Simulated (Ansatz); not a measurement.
# Al: single point with PBE

Al:

```xyz
1
Lattice="0.0000 2.0248 2.0248 2.0248 0.0000 2.0248 2.0248 2.0248 0.0000" Properties=species:S:1:pos:R:3 pbc="T T T"
Al    0.0000    0.0000    0.0000
```

```
Program             : Ansatz 0.2.0
Task                : single point
Functional          : PBE
Potentials or basis : all-electron LAPW, scalar-relativistic
Cutoff              : 130 eV (chosen from the basis error)
Basis error allowed : 0.001 eV/atom
k mesh              : 11 × 11 × 11
Occupations         : gaussian, width 0.022 eV
Spin                : no spin polarisation
```

The pressure is -0.5 GPa and the band gap on the k mesh is none (metal or under the smearing width).

Levels at points of the mesh, in eV from the Fermi level:
```tsv
k point	band 5	band 6	band 7	band 8
(0.00, 0.00, 0.00)	-11.11	12.55	12.55	12.55
```

Run time: 1.5 s on 1 thread of Arm Neoverse V1, on a shared host, peak memory 0.19 GiB.
